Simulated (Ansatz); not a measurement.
## Moving the functional in MgB2

It takes space group P6/mmm (No. 191, hexagonal). Conventional cell: a = 3.085 Å, b = 3.085 Å, c = 3.523 Å, α = 90.00°, β = 90.00°, γ = 120.00°. Mg (site symmetry 6/mmm) is surrounded by 12 B at 2.51 Å. Around B (site symmetry -6m2) lie 3 B at 1.78 Å.

Kept alike: task equation of state; k mesh 10 × 10 × 8; occupations fermi-dirac, width 0.05 eV; no spin polarisation. Program: Ansatz, Ansatz PAW. Cutoffs run from 420 to 500 eV. The mesh is that of the run's cell of 3 atoms. No spin-orbit coupling.

| functional | volume (Å³/atom) | bulk modulus (GPa) |
| --- | --- | --- |
| LDA | 9.207 | 163.5 |
| PBE | 9.621 | 151.9 |
| r2SCAN | 9.548 | 157.0 |

Volume and modulus come from cells scaled at fixed shape and fractions; off cubic symmetry such a modulus can lie above the relaxed one. All rows use potentials made for PBE.

The volume runs from 9.207 (LDA) to 9.621 Å³/atom (PBE). From PBE: LDA -0.414; r2SCAN -0.073. The bulk modulus runs from 151.9 (PBE) to 163.5 GPa (LDA). From PBE: LDA +11.6; r2SCAN +5.1.
